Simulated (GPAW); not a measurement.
# GaP (F-43m) in GPAW: gruneisen with PW91

Aim: the gruneisen of GaP with PW91.

Everything below comes from runs of GPAW 26.7.0. Logs are shortened: lines on timing, memory, paths and dates and some standing lists are left out, and cuts for length are marked. The log counts tension as positive stress, the text compression.

**What was measured.**

From “Stacking defects in GaP nanowires: Electronic structure and optical properties”, 2018, arxiv:1810.01194, for a bulk crystal of GaP at 10 K: band gap 2.34 eV (indirect).

The runs below are set against these values where they give the same quantity.

### 1 Starting point

Symmetry: F-43m, No. 216, cubic system. The conventional cell has a = 5.451 Å, b = 5.451 Å, c = 5.451 Å, α = 90.00°, β = 90.00°, γ = 90.00°. Ga (site symmetry -43m) is surrounded by 4 P at 2.36 Å. Around P (site symmetry -43m) lie 4 Ga at 2.36 Å.

### 2 Gruneisen, PW91

run.py reads:

```python
import json
import numpy as np
from ase import Atoms
from ase.constraints import FixSymmetry
from ase.filters import FrechetCellFilter
from ase.io import read, write
from ase.optimize import BFGS
from phonopy import Phonopy
from phonopy.structure.atoms import PhonopyAtoms
from gpaw import GPAW, PW, setup_paths

setup_paths.insert(0, '.')

atoms = read('POSCAR')

calc = GPAW(mode=PW(600),
            xc='GGA_X_PW91+GGA_C_PW91',
            kpts={'size': (6, 6, 6), 'gamma': True},
            occupations={'name': 'fermi-dirac', 'width': 0.05},
            nbands=11,
            convergence={'density': 1e-06, 'eigenstates': 1e-09},
            maxiter=150,
            txt='gpaw.txt')
atoms.calc = calc
atoms.set_constraint(FixSymmetry(atoms))
BFGS(FrechetCellFilter(atoms), trajectory='relax.traj', logfile='-').run(fmax=0.005, steps=40)
atoms.set_constraint()
energy = atoms.get_potential_energy()
forces = atoms.get_forces()
stress = atoms.get_stress()
calc.write('gs.gpw')
write('result.traj', atoms)
print('Cell:', atoms.cell.cellpar().round(4))
print(atoms.get_scaled_positions().round(5))

def force_constants(scale):
    unit = PhonopyAtoms(symbols=atoms.get_chemical_symbols(), cell=atoms.cell[:] * scale**(1 / 3),
                        scaled_positions=atoms.get_scaled_positions())
    ph = Phonopy(unit, supercell_matrix=np.diag([2, 2, 2]), primitive_matrix=np.eye(3), symprec=1e-4)
    ph.generate_displacements(distance=0.03)
    forces = []
    for i, sc in enumerate(ph.supercells_with_displacements):
        a = Atoms(sc.symbols, cell=sc.cell, scaled_positions=sc.scaled_positions, pbc=True)
        c = GPAW(mode=PW(510),
                 xc='GGA_X_PW91+GGA_C_PW91',
                 kpts={'size': (3, 3, 3), 'gamma': True},
                 occupations={'name': 'fermi-dirac', 'width': 0.05},
                 nbands=53,
                 convergence={'density': 1e-06, 'eigenstates': 1e-09},
                 maxiter=150,
                 txt=f'disp-{scale:.3f}-{i:02d}.txt')
        a.calc = c
        f = a.get_forces()
        forces.append(f - f.mean(axis=0))
        print(f'displacement {i}: drift', f.mean(axis=0).round(5), flush=True)
    ph.forces = forces
    ph.produce_force_constants()
    ph.symmetrize_force_constants()
    return ph

qpoints = [[0.0, 0.0, 0.0], [0.0, 0.0, 0.5], [0.0, 0.5, 0.0], [0.0, 0.5, 0.5], [0.5, 0.0, 0.0], [0.5, 0.0, 0.5], [0.5, 0.5, 0.0], [0.5, 0.5, 0.5]]
results = {}
for scale in [0.99, 1.0, 1.01]:
    ph = force_constants(scale)
    ph.run_qpoints(qpoints)
    nu = ph.qpoints.frequencies * 33.35641  # THz to cm^-1
    results[f'{scale:.3f}'] = nu.tolist()
    for qp, f in zip(qpoints, nu):
        print(scale, np.round(qp, 4), f.round(2))

lo, mid, hi = (np.array(results[x]) for x in ('0.990', '1.000', '1.010'))
gamma = np.where(abs(mid) > 5, -(hi - lo) / (np.log(1.01 / 0.99) * np.where(abs(mid) > 5, mid, 1)), 0)
results['gamma'] = gamma.tolist()
print('Mode Grueneisen parameters:')
print(gamma.round(3))
json.dump(results, open('phonons.json', 'w'))
```

POSCAR reads:

```
GaP
1.0
    0.0000000000      2.7252500000      2.7252500000
    2.7252500000      0.0000000000      2.7252500000
    2.7252500000      2.7252500000      0.0000000000
Ga P
1 1
Direct
    0.0000000000      0.0000000000      0.0000000000
    0.7500000000      0.7500000000      0.7500000000
```

Potentials or basis: PAW data sets generated in the run's folder for this functional, pw.

Command:

```sh
gpaw-setup -f GGA_X_PW91+GGA_C_PW91 Ga P
OMP_NUM_THREADS=1 python run.py
```

gpaw.txt:

```text
__  _  _
 | _ |_)|_||  |
 |__||  | ||/\| - 26.7.0

Input parameters:
  mode=PW(ecut=600.0),
  convergence={'density': 1e-06, 'eigenstates': 1e-09},
  kpts=MonkhorstPack(size=(6, 6, 6), gamma=True),
  maxiter=150,
  nbands=11,
  occupations=Occupations(name='fermi-dirac', width=0.05),
  xc=XC(name='GGA_X_PW91+GGA_C_PW91')

Diagonalizing LCAO Hamiltonian
Converting LCAO to pw mode

                    P

       Ga

Atoms  # Å, Bohr magnetons
|   | symbol |        x |        y |        z |    initial magnetic moments |
|---|--------|----------|----------|----------|-----------------------------|
| 0 |     Ga | 0.000000 | 0.000000 | 0.000000 | ( 0.0000,  0.0000,  0.0000) |
| 1 |      P | 4.087875 | 4.087875 | 4.087875 | ( 0.0000,  0.0000,  0.0000) |

Unit cell  # Å
| periodic |        x |        y |        z |  lengths |    angles |
|----------|----------|----------|----------|----------|-----------|
|      yes | 0.000000 | 2.725250 | 2.725250 | 3.854086 | 60.000000 |
|      yes | 2.725250 | 0.000000 | 2.725250 | 3.854086 | 60.000000 |
|      yes | 2.725250 | 2.725250 | 0.000000 | 3.854086 | 60.000000 |

Number of symmetries: 24
Symmetry operations  # r_c * U_cc + t_c -> r_c
|    | kind |            matrix            |
|----|------|------------------------------|
|  0 |  E   |  1, 0, 0,  0, 1, 0,  0, 0, 1 |
|  1 |  σ   |  1, 0, 0,  0, 0, 1,  0, 1, 0 |
|  2 |  σ   |  1, 0,-1,  0, 1,-1,  0, 0,-1 |
|  3 |  C3  |  1, 0,-1,  0, 0,-1,  0, 1,-1 |
|  4 |  C3  |  1,-1, 0,  0,-1, 1,  0,-1, 0 |
|  5 |  σ   |  1,-1, 0,  0,-1, 0,  0,-1, 1 |
|  6 |  σ   |  0, 1, 0,  1, 0, 0,  0, 0, 1 |
|  7 |  C3  |  0, 1, 0,  0, 0, 1,  1, 0, 0 |
|  8 |  C2  |  0, 1,-1,  1, 0,-1,  0, 0,-1 |
[... 194 lines left out ...]
Gap: 1.664 eV
Transition (v -> c):
  (s=0, k=0, n=3, [0.00, 0.00, 0.00]) -> (s=0, k=12, n=4, [0.50, 0.50, 0.00])
Direct/indirect transitions are different
Direct gap: 1.846 eV
Transition at: (s=0, k=0, n=3, [0.00, 0.00, 0.00])

Stress tensor  # eV/Ang^3
|         x |         y |         z |
|-----------|-----------|-----------|
| -0.026786 | -0.000000 | -0.000000 |
| -0.000000 | -0.026786 |  0.000000 |
| -0.000000 |  0.000000 | -0.026786 |

Forces  # eV/Ang
|        x |        y |       z |
|----------|----------|---------|
| -0.00000 |  0.00000 | 0.00000 |  # Ga   0
| -0.00000 | -0.00000 | 0.00000 |  # P    1

Interpolating wave functions to new cell

                    P

       Ga

Atoms  # Å, Bohr magnetons
|   | symbol |        x |        y |        z |    initial magnetic moments |
|---|--------|----------|----------|----------|-----------------------------|
[... 249 lines left out ...]
|----------|-----------|----------|----------|----------|-----------|
|      yes | -0.000000 | 2.767304 | 2.767304 | 3.913559 | 60.000000 |
|      yes |  2.767304 | 0.000000 | 2.767304 | 3.913559 | 60.000000 |
|      yes |  2.767304 | 2.767304 | 0.000000 | 3.913559 | 60.000000 |

Number of symmetries: 24
Symmetry operations  # r_c * U_cc + t_c -> r_c
|    | kind |            matrix            |
|----|------|------------------------------|
|  0 |  E   |  1, 0, 0,  0, 1, 0,  0, 0, 1 |
|  1 |  σ   |  1, 0, 0,  0, 0, 1,  0, 1, 0 |
|  2 |  σ   |  1, 0,-1,  0, 1,-1,  0, 0,-1 |
|  3 |  C3  |  1, 0,-1,  0, 0,-1,  0, 1,-1 |
|  4 |  C3  |  1,-1, 0,  0,-1, 1,  0,-1, 0 |
|  5 |  σ   |  1,-1, 0,  0,-1, 0,  0,-1, 1 |
|  6 |  σ   |  0, 1, 0,  1, 0, 0,  0, 0, 1 |
|  7 |  C3  |  0, 1, 0,  0, 0, 1,  1, 0, 0 |
|  8 |  C2  |  0, 1,-1,  1, 0,-1,  0, 0,-1 |
[... 193 lines left out ...]
Gap: 1.461 eV
Transition (v -> c):
  (s=0, k=0, n=3, [0.00, 0.00, 0.00]) -> (s=0, k=0, n=4, [0.00, 0.00, 0.00])
No difference between direct/indirect transitions

Stress tensor  # eV/Ang^3
|         x |         y |         z |
|-----------|-----------|-----------|
| -0.001097 | -0.000000 | -0.000000 |
| -0.000000 | -0.001097 |  0.000000 |
| -0.000000 |  0.000000 | -0.001097 |

Forces  # eV/Ang
|       x |        y |       z |
|---------|----------|---------|
| 0.00000 | -0.00000 | 0.00000 |  # Ga   0
| 0.00000 | -0.00000 | 0.00000 |  # P    1

Interpolating wave functions to new cell

                    P

       Ga

Atoms  # Å, Bohr magnetons
|   | symbol |        x |        y |        z |    initial magnetic moments |
|---|--------|----------|----------|----------|-----------------------------|
| 0 |     Ga | 0.000000 | 0.000000 | 0.000000 | ( 0.0000,  0.0000,  0.0000) |
| 1 |      P | 4.153849 | 4.153849 | 4.153849 | ( 0.0000,  0.0000,  0.0000) |

Unit cell  # Å
| periodic |         x |        y |        z |  lengths |    angles |
|----------|-----------|----------|----------|----------|-----------|
|      yes | -0.000000 | 2.769233 | 2.769233 | 3.916287 | 60.000000 |
|      yes |  2.769233 | 0.000000 | 2.769233 | 3.916287 | 60.000000 |
|      yes |  2.769233 | 2.769233 | 0.000000 | 3.916287 | 60.000000 |

Number of symmetries: 24
Symmetry operations  # r_c * U_cc + t_c -> r_c
|    | kind |            matrix            |
|----|------|------------------------------|
|  0 |  E   |  1, 0, 0,  0, 1, 0,  0, 0, 1 |
|  1 |  σ   |  1, 0, 0,  0, 0, 1,  0, 1, 0 |
|  2 |  σ   |  1, 0,-1,  0, 1,-1,  0, 0,-1 |
|  3 |  C3  |  1, 0,-1,  0, 0,-1,  0, 1,-1 |
|  4 |  C3  |  1,-1, 0,  0,-1, 1,  0,-1, 0 |
|  5 |  σ   |  1,-1, 0,  0,-1, 0,  0,-1, 1 |
|  6 |  σ   |  0, 1, 0,  1, 0, 0,  0, 0, 1 |
|  7 |  C3  |  0, 1, 0,  0, 0, 1,  1, 0, 0 |
|  8 |  C2  |  0, 1,-1,  1, 0,-1,  0, 0,-1 |
[... 146 lines left out ...]
SCF iterations
|iter     | |      energy | eigst |  dens |
|---------|-|-------------|-------|-------|
|iter:   1| |   -9.078257 | -3.96 |       |
|iter:   2| |   -9.078248 | -6.59 | -2.77 |
|iter:   3| |   -9.078192c| -5.58 | -2.80 |
|iter:   4| |   -9.078189c| -6.81 | -3.56 |
|iter:   5| |   -9.078189c| -7.89 | -3.99 |
|iter:   6| |   -9.078189c| -8.55 | -4.47 |
|iter:   7| |   -9.078189c| -9.40c| -5.54 |
|iter:   8| |   -9.078189c|-10.07c| -5.99 |
|iter:   9| |   -9.078189c|-10.99c| -6.99c|

Converged in 9 steps
Energy contributions relative to reference atoms: (reference = -62203.846378)

Energy contributions:
  Kinetic:          18.516918
  Coulomb:         -16.537131
  Zero:              0.012224
  External:          0.000000
  Xc:              -11.070201
  Entropy:          -0.000000
  Spinorbit:         0.000000
  ----------------------------
  Free energy:      -9.078189
  Extrapolated:     -9.078189
[... 19 lines left out ...]
Gap: 1.444 eV
Transition (v -> c):
  (s=0, k=0, n=3, [0.00, 0.00, 0.00]) -> (s=0, k=0, n=4, [0.00, 0.00, 0.00])
No difference between direct/indirect transitions

Stress tensor  # eV/Ang^3
|         x |         y |         z |
|-----------|-----------|-----------|
| -0.000051 | -0.000000 |  0.000000 |
| -0.000000 | -0.000051 |  0.000000 |
|  0.000000 |  0.000000 | -0.000051 |

Forces  # eV/Ang
|        x |        y |        z |
|----------|----------|----------|
|  0.00000 |  0.00000 | -0.00000 |  # Ga   0
| -0.00000 | -0.00000 | -0.00000 |  # P    1

# Writing to gs.gpw (mode='')
```

It took 14 min on 1 thread of Arm Neoverse V2, shared host; peak memory 0.89 GiB.

Results:

```yaml
Free_energy: -9.0782 eV
Relaxed_volume: 21.24 Å³/atom
Relaxed_cell: a = 3.916 Å, b = 3.916 Å, c = 3.916 Å, α = 60.00°, β = 60.00°, γ = 60.00°
Space_group_after_relaxing_to_0.05_Å: F-43m (No. 216)
Pressure_after_relaxing: 0.0 GPa
Band_gap_on_the_k_mesh: 1.44 eV, direct
Highest_phonon_frequency_LO-TO_splitting_left_out: 356 cm⁻¹
```

Final structure:
```
Ga P
1.0
     0.00000    2.76923    2.76923
     2.76923    0.00000    2.76923
     2.76923    2.76923    0.00000
Ga P
1 1
Direct
  0.00000 0.00000 0.00000
  0.75000 0.75000 0.75000
```

Phonon frequencies in cm⁻¹ (negative: imaginary):
```tsv
q point	frequencies
(0.000, 0.000, 0.000)	0 0 0 354 354 354
(0.000, 0.000, 0.500)	78 78 229 349 349 356
(0.000, 0.500, 0.000)	78 78 229 349 349 356
(0.000, 0.500, 0.500)	100 100 247 347 347 353
(0.500, 0.000, 0.000)	78 78 229 349 349 356
(0.500, 0.000, 0.500)	100 100 247 347 347 353
(0.500, 0.500, 0.000)	100 100 247 347 347 353
(0.500, 0.500, 0.500)	78 78 229 349 349 356
```

Mode Grüneisen parameters of phonons at Γ, in order of frequency: 1.28, 1.28, 1.28

Caveat: the cutoff is short for stress and forces, so pressures can be off by a GPa or more; the data sets keep Ga 3d, Li 1s and Be 1s frozen, and some such compounds lay over 1.5 % in volume off other programs; the density grid can change from cell to cell, which puts small steps into energies and stress; the LO-TO splitting is left out.

### 3 Against experiment

Step 2. Against the measured gap of GaP, 2.34 eV (indirect; 10 K; quoted in “Stacking defects in GaP nanowires: Electronic structure and optical properties”, 2018, arxiv:1810.01194), the calculated 1.44 eV is off by -0.90 eV. Spin-orbit coupling on Ga is left out. The value is that of PW91 on a finite k mesh, which can miss the band edges, without temperature or zero-point motion. Semilocal functionals fall short of measured gaps as a rule.
